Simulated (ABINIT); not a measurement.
# Bi (R-3m) in ABINIT: further runs

The runs below take Bi through single point, relaxation of cell and atoms, with r2SCAN, PBEsol.

Everything below comes from runs of ABINIT 10.8.3 (patched build). Logs are shortened: lines on timing, memory, paths and dates and some standing lists are left out, and cuts for length are marked. The log counts tension as positive stress, the text compression.

## (1) The structure

It takes space group R-3m (No. 166, trigonal). The conventional cell has a = 4.535 Å, b = 4.535 Å, c = 11.814 Å, α = 90.00°, β = 90.00°, γ = 120.00°. Bi (site symmetry 3m) has 6 Bi at 3.06 to 3.52 Å as nearest neighbours.

## (2) Single point, r2SCAN

Contents of run.abi:

```
pp_dirpath "./"
pseudos "Bi.upf"

acell 3*1.0
rprim
     4.2849539876     2.4739193382     7.4417414788
    -4.2849539876     2.4739193382     7.4417414788
     0.0000000000    -4.9478386764     7.4417414788
ntypat 1
znucl 83
natom 2
typat 1 1
xred
     0.7660000000     0.7660000000     0.7660000000
     0.2340000000     0.2340000000     0.2340000000

ecut 40.0

kptopt 1
ngkpt 7 7 7
nshiftk 1
shiftk 0.0 0.0 0.0

ixc -497498
usekden 1
nc_xccc_gspace 1
boxcutmin 3.0

nband 19
occopt 3
tsmear 0.05 eV

nstep 100
tolvrs 1.0e-9

iomode 3
prtwf 0
prtden 0
prteig 0
prtebands 0
enunit 1
```

Potentials or basis: PseudoDojo NC SR PBE v0.4.1 standard.

Command:

```
$ mpirun --bind-to none -np 4 abinit run.abi > log 2>&1
```

run.abo:

```text
.Version 10.8.3 of ABINIT
 Symmetries : space group R-3 m (#166); Bravais hR (rhombohedral)
================================================================================
 Values of the parameters that define the memory need of the present run
     intxc =       0    ionmov =       0      iscf =       7    lmnmax =       6
     lnmax =       6     mgfft =      80  mpssoang =       3    mqgrid =    3001
     natom =       2  nloc_mem =       1    nspden =       1   nspinor =       1
    nsppol =       1      nsym =      12    n1xccc =    2501    ntypat =       1
    occopt =       3   xclevel =       2
       mpw =        5736          nfft =      512000          nkpt =          44
================================================================================
================================================================================

--------------------------------------------------------------------------------
------------- Echo of variables that govern the present computation ------------
--------------------------------------------------------------------------------
 -outvars: echo values of preprocessed input variables --------
            acell      1.0000000000E+00  1.0000000000E+00  1.0000000000E+00 Bohr
              amu      2.08980370E+02
        boxcutmin      3.00000000E+00
             ecut      4.00000000E+01 Hartree
           enunit           1
              ixc     -497498
         kptrlatt        7    0    0      0    7    0      0    0    7
          kptrlen      5.99893558E+01
            natom           2
            nband          19
   nc_xccc_gspace           1
            ngfft          80      80      80
             nkpt          44
            nstep         100
             nsym          12
           ntypat           1
           occopt           3
           prtden           0
        prtebands           0
           prteig           0
          prtkden           1
            prtwf           0
            rprim      4.2849539876E+00  2.4739193382E+00  7.4417414788E+00
                      -4.2849539876E+00  2.4739193382E+00  7.4417414788E+00
                       0.0000000000E+00 -4.9478386764E+00  7.4417414788E+00
          spgroup         166
           tolvrs      1.00000000E-09
           tsmear      1.83746611E-03 Hartree
            typat      1  1
          usekden           1
           xangst     -6.9118748466E-17  3.1638029746E-17  9.0495239939E+00
                      -2.1876098812E-18 -4.8624024627E-17  2.7644759981E+00
            xcart     -1.3061550477E-16  5.9787211384E-17  1.7101121918E+01
                      -4.1339835458E-18 -9.1886089684E-17  5.2241025181E+00
             xred      7.6600000000E-01  7.6600000000E-01  7.6600000000E-01
                       2.3400000000E-01  2.3400000000E-01  2.3400000000E-01
            znucl       83.00000

================================================================================

 chkinp: Checking input parameters for consistency.

================================================================================
== DATASET  1 ==================================================================

--- !DatasetInfo
iteration_state: {dtset: 1, }
dimensions: {natom: 2, nkpt: 44, mband: 19, nsppol: 1, nspinor: 1, nspden: 1, mpw: 5736, }
cutoff_energies: {ecut:  40.0, pawecutdg:  -1.0, }
electrons: {nelect:   3.00000000E+01, charge:   0.00000000E+00, occopt:   3.00000000E+00, tsmear:   1.83746611E-03, }
meta: {optdriver: 0, ionmov: 0, optcell: 0, iscf: 7, paral_kgb: 0, }
...

 Real(R)+Recip(G) space primitive vectors, cartesian coordinates (Bohr,Bohr^-1):
 R(1)=  4.2849540  2.4739193  7.4417415  G(1)=  0.1166874  0.0673695  0.0447924
 R(2)= -4.2849540  2.4739193  7.4417415  G(2)= -0.1166874  0.0673695  0.0447924
 R(3)=  0.0000000 -4.9478387  7.4417415  G(3)=  0.0000000 -0.1347390  0.0447924
 Unit cell volume ucvol=  4.7332291E+02 bohr^3
 Angles (23,13,12)=  5.73042342E+01  5.73042342E+01  5.73042342E+01 degrees

 getcut: wavevector=  0.0000  0.0000  0.0000  ngfft=  80  80  80
         ecut(hartree)=     40.000   => boxcut(ratio)=   3.14465

 getcut : COMMENT -
  Note that boxcut > 2.2 ; recall that boxcut=Gcut(box)/Gcut(sphere) = 2
  is sufficient for exact treatment of convolution.
  Such a large boxcut is a waste : you could raise ecut
  e.g. ecut=   98.888234 Hartrees makes boxcut=2

--- Pseudopotential description ------------------------------------------------
- pspini: atom type   1  psp file is ./Bi.upf
12 -101130 2 -1 1490                          pspcod,pspxc,lmax,lloc,mmax
     nproj     2     2     2

   2.58300903E+03                                ecore*ucvol(ha*bohr**3)
--------------------------------------------------------------------------------

================================================================================

--- !BeginCycle
iteration_state: {dtset: 1, }
solver: {iscf: 7, nstep: 100, nline: 4, wfoptalg: 0, }
tolerances: {tolvrs: 1.00E-09, }
...

     iter   Etot(hartree)      deltaE(h)  residm     vres2
 ETOT  1  -166.87994310002    -1.669E+02 2.064E-01 1.803E+02
 ETOT  2  -167.02022159603    -1.403E-01 1.915E-03 9.693E+01
 ETOT  3  -167.02261240191    -2.391E-03 4.020E-04 4.502E+00
 ETOT  4  -167.02265893997    -4.654E-05 3.056E-04 5.740E-01
 ETOT  5  -167.02266722871    -8.289E-06 1.747E-04 1.531E-02
 ETOT  6  -167.02266742344    -1.947E-07 2.570E-04 5.368E-04
 ETOT  7  -167.02266744365    -2.021E-08 1.669E-04 2.558E-04
 ETOT  8  -167.02266744859    -4.946E-09 1.909E-04 9.601E-06
 ETOT  9  -167.02266744871    -1.166E-10 1.275E-04 1.531E-07
 ETOT 10  -167.02266744871     4.263E-13 1.156E-04 2.119E-08
 ETOT 11  -167.02266744871    -2.530E-12 7.849E-05 4.008E-10

 At SCF step   11       vres2   =  4.01E-10 < tolvrs=  1.00E-09 =>converged.

Result for kinetic energy density :

--------------------------------------------------------------------------------
 Total kinetic energy density [Ha/Bohr^3]
)     Maximum=    6.5083E+00  at reduced coord.    0.7500    0.7750    0.8250
)     Minimum=    9.9722E-04  at reduced coord.    0.0000    0.0000    0.0000
   Integrated=    7.8263E+01
--------------------------------------------------------------------------------

 Cartesian components of stress tensor (hartree/bohr^3)
  sigma(1 1)= -9.43199036E-06  sigma(3 2)=  0.00000000E+00
  sigma(2 2)= -9.43199030E-06  sigma(3 1)=  0.00000000E+00
  sigma(3 3)= -2.15314059E-05  sigma(2 1)=  0.00000000E+00

--- !ResultsGS
iteration_state: {dtset: 1, }
comment   : Summary of ground state results
lattice_vectors:
- [  4.2849540,   2.4739193,   7.4417415, ]
- [ -4.2849540,   2.4739193,   7.4417415, ]
- [  0.0000000,  -4.9478387,   7.4417415, ]
lattice_lengths: [   8.93648,    8.93648,    8.93648, ]
lattice_angles: [ 57.304,  57.304,  57.304, ] # degrees, (23, 13, 12)
lattice_volume:   4.7332291E+02
convergence: {deltae: -2.530E-12, res2:  4.008E-10, residm:  7.849E-05, diffor: null, }
etotal    :  -1.67022667E+02
entropy   :   0.00000000E+00
fermie    :   1.69576681E-01
cartesian_stress_tensor: # hartree/bohr^3
- [ -9.43199036E-06,   0.00000000E+00,   0.00000000E+00, ]
- [  0.00000000E+00,  -9.43199030E-06,   0.00000000E+00, ]
- [  0.00000000E+00,   0.00000000E+00,  -2.15314059E-05, ]
pressure_GPa:   3.9616E-01
xred      :
- [  7.6600E-01,   7.6600E-01,   7.6600E-01, Bi]
- [  2.3400E-01,   2.3400E-01,   2.3400E-01, Bi]
cartesian_forces: # hartree/bohr
- [  1.60276063E-19,   1.18135312E-19,   1.18131134E-03, ]
- [ -1.60276063E-19,  -1.18135312E-19,  -1.18131134E-03, ]
force_length_stats: {min:   1.18131134E-03, max:   1.18131134E-03, mean:   1.18131134E-03, }
...

 Integrated electronic density in atomic spheres:
 ------------------------------------------------
 Atom  Sphere_radius  Integrated_density
    1        2.00000         10.77373449
    2        2.00000         10.77373449
================================================================================

 ----iterations are completed or convergence reached----

 Mean square residual over all n,k,spin=   94.517E-09; max=  78.494E-06
 reduced coordinates (array xred) for    2 atoms
       0.766000000000      0.766000000000      0.766000000000
       0.234000000000      0.234000000000      0.234000000000
 rms dE/dt=  8.7910E-03; max dE/dt=  8.7910E-03; dE/dt below (all hartree)
    1      -0.008791013582     -0.008791013582     -0.008791013582
    2       0.008791013582      0.008791013582      0.008791013582

 cartesian coordinates (angstrom) at end:
    1     -0.00000000000000     0.00000000000000     9.04952399388954
    2     -0.00000000000000    -0.00000000000000     2.76447599813336

 cartesian forces (hartree/bohr) at end:
    1      0.00000000000000     0.00000000000000     0.00118131133785
    2     -0.00000000000000    -0.00000000000000    -0.00118131133785
 frms,max,avg= 6.8203042E-04 1.1813113E-03   0.000E+00  0.000E+00  0.000E+00 h/b

 cartesian forces (eV/Angstrom) at end:
    1      0.00000000000000     0.00000000000000     0.06074547136652
    2     -0.00000000000000    -0.00000000000000    -0.06074547136652
 frms,max,avg= 3.5071414E-02 6.0745471E-02   0.000E+00  0.000E+00  0.000E+00 e/A
 length scales=  1.000000000000  1.000000000000  1.000000000000 bohr
              =  0.529177210544  0.529177210544  0.529177210544 angstroms
 Fermi (or HOMO) energy (eV) =   4.61442   Average Vxc (eV)= -10.50755
 Eigenvalues (   eV  ) for nkpt=  44  k points:
 kpt#   1, nband= 19, wtk=  0.00292, kpt=  0.0000  0.0000  0.0000 (reduced coord)
 -18.55155  -18.55155  -18.38159  -18.38159  -18.36250  -18.17135  -18.15838  -18.15838
 -18.02301  -18.02301   -9.24795   -3.48652    3.09336    3.32786    3.32786    7.30282
   7.76497    7.76497   10.99891
 prteigrs : prtvol=0 or 1, do not print more k-points.

--- !EnergyTerms
iteration_state     : {dtset: 1, }
comment             : Components of total free energy in Hartree
kinetic             :  7.82631934733672E+01
hartree             :  3.57234686872636E+01
xc                  : -4.63149692185322E+01
Ewald energy        : -1.02660380873143E+02
psp_core            :  5.45718148102944E+00
local_psp           : -1.07161887773916E+02
non_local_psp       : -3.03292386009754E+01
internal            : -1.67022632824906E+02
'-kT*entropy'       : -3.46238055042670E-05
total_energy        : -1.67022667448712E+02
total_energy_eV     : -4.54491831578093E+03
band_energy         : -1.38955021271249E+01
...

 Cartesian components of stress tensor (hartree/bohr^3)
  sigma(1 1)= -9.43199036E-06  sigma(3 2)=  0.00000000E+00
  sigma(2 2)= -9.43199030E-06  sigma(3 1)=  0.00000000E+00
  sigma(3 3)= -2.15314059E-05  sigma(2 1)=  0.00000000E+00

-Cartesian components of stress tensor (GPa)         [Pressure=  3.9616E-01 GPa]
- sigma(1 1)= -2.77498737E-01  sigma(3 2)=  0.00000000E+00
- sigma(2 2)= -2.77498735E-01  sigma(3 1)=  0.00000000E+00
- sigma(3 3)= -6.33475832E-01  sigma(2 1)=  0.00000000E+00

== END DATASET(S) ==============================================================
================================================================================

 -outvars: echo values of variables after computation  --------
            acell      1.0000000000E+00  1.0000000000E+00  1.0000000000E+00 Bohr
           etotal     -1.6702266745E+02
            fcart      1.6027606295E-19  1.1813531201E-19  1.1813113378E-03
                      -1.6027606295E-19 -1.1813531201E-19 -1.1813113378E-03
            rprim      4.2849539876E+00  2.4739193382E+00  7.4417414788E+00
                      -4.2849539876E+00  2.4739193382E+00  7.4417414788E+00
                       0.0000000000E+00 -4.9478386764E+00  7.4417414788E+00
           strten     -9.4319903553E-06 -9.4319902992E-06 -2.1531405900E-05
                       0.0000000000E+00  0.0000000000E+00  0.0000000000E+00
           xangst     -6.9118748466E-17  3.1638029746E-17  9.0495239939E+00
                      -2.1876098812E-18 -4.8624024627E-17  2.7644759981E+00
             xred      7.6600000000E-01  7.6600000000E-01  7.6600000000E-01
                       2.3400000000E-01  2.3400000000E-01  2.3400000000E-01
 Calculation completed.
```

Run time: 6.4 min. Hardware: 4 MPI ranks of Arm Neoverse V2, shared host; peak memory 1.2 GiB.

What came out:

```yaml
Free_energy: -4544.9183 eV
Pressure: 0.4 GPa
Largest_force: 0.061 eV/Å
Band_gap_on_the_k_mesh: 0.28 eV, indirect (least direct gap 0.58 eV)
Valence_electrons_inside_the_program's_atomic_spheres: Bi 10.77 (radii [1.0584] Å)
```

Forces in eV/Å, atoms in the order of the input:
```
Bi   0.000  0.000  0.061
Bi   0.000  0.000 -0.061
```

Stress tensor (GPa, compression positive):
```
0.28 0.00 0.00
0.00 0.28 0.00
0.00 0.00 0.63
```

Caveat: a meta-GGA on potentials with a model core is unreliable; a meta-GGA on norm-conserving files made for a GGA shifts volumes by about 1 %; the potentials were made for another functional, which shifts forces and pressure; spin-orbit coupling is left out, which as a rule narrows the gap of such compounds by several tenths of an eV; an odd mesh through Γ misses points on the zone boundary, where band edges often lie.

## (3) Relaxation of cell and atoms, PBEsol

Contents of run.abi:

```
# Pseudopotentials
pp_dirpath "./"
pseudos "Bi.GGA_PBE-JTH.xml"

# Structure
acell 4.7289800521 4.7289800521 4.7289800521 Angstrom
rprim
     0.4794902865     0.2768338460     0.8327377059
    -0.4794902865     0.2768338460     0.8327377059
     0.0000000000    -0.5536676920     0.8327377059
ntypat 1
znucl 83
natom 2
typat 1 1
xred
     0.7660000000     0.7660000000     0.7660000000
     0.2340000000     0.2340000000     0.2340000000
chkprim 0
chksymtnons 0
tolsym 1.0e-6

# Plane-wave basis
ecut 22.0
pawecutdg 44.0
pawxcdev 0

# k points
kptopt 1
ngkpt 7 7 7
nshiftk 1
shiftk 0.0 0.0 0.0

# Exchange and correlation
ixc -116133

# Bands and occupations
nband 19
occopt 3
tsmear 0.05 eV

# SCF cycle
nstep 100
tolvrs 1.0e-9

# Output
iomode 3
prtwf 0
prtden 0
prteig 0
prtebands 0
enunit 1

# Relaxation
ionmov 2
ntime 60
tolmxf 0.0002
optcell 2
dilatmx 1.08
ecutsm 0.5
```

Potentials or basis: JTH PAW PBE v2.0.

Command:

```
$ abinit run.abi > log 2>&1
```

Run time: 19 min. Hardware: 1 thread of Arm Neoverse V1, shared host; peak memory 0.24 GiB.

It converged, with:

```yaml
Free_energy: -3928.9240 eV
Relaxed_volume: 34.35 Å³/atom
Relaxed_cell: a = 4.661 Å, b = 4.661 Å, c = 4.661 Å, α = 58.23°, β = 58.23°, γ = 58.23°
Space_group_after_relaxing_to_0.05_Å: R-3m (No. 166)
Energy_gained_by_relaxing: 3.3 meV/atom
Ionic_steps: 10
Pressure_after_relaxing: 0.0 GPa
Band_gap_on_the_k_mesh: 0.24 eV, indirect (least direct gap 0.55 eV)
Valence_electrons_inside_the_program's_atomic_spheres: Bi 12.17 (radii [1.2765] Å)
```

The path:
```csv
step,energy change (eV),largest force (eV/Å),pressure (GPa),volume (Å³)
1,0.0000,0.1376,-0.33,70.14
2,-0.0005,0.1304,-0.31,70.07
3,-0.0055,0.0057,0.08,68.77
4,-0.0055,0.0013,0.08,68.75
5,-0.0062,0.0294,-0.02,68.68
6,-0.0064,0.0328,-0.09,68.74
7,-0.0065,0.0256,-0.13,68.80
8,-0.0066,0.0148,-0.12,68.82
9,-0.0066,0.0031,-0.07,68.77
10,-0.0066,0.0015,-0.02,68.70
```

Final structure:
```xyz
2
Lattice="2.2679 1.3094 3.8560 -2.2679 1.3094 3.8560 0.0000 -2.6187 3.8560" Properties=species:S:1:pos:R:3 pbc="T T T"
Bi    0.0000    0.0000    8.8292
Bi    0.0000    0.0000    2.7388
```

Levels at points of the mesh, in eV from the valence-band top:
| k point | band 12 | band 13 | band 14 | band 15 | band 16 | band 17 | band 18 | band 19 |
| --- | --- | --- | --- | --- | --- | --- | --- | --- |
| (0.00, 0.00, 0.00) | -7.19 | -1.23 | -1.05 | -1.05 | 2.96 | 3.28 | 3.28 | 5.78 |

Caveat: the PAW data sets were made with another functional, which shifts forces and pressure a little; spin-orbit coupling is left out, which as a rule narrows the gap of such compounds by several tenths of an eV; an odd mesh through Γ misses points on the zone boundary, where band edges often lie.
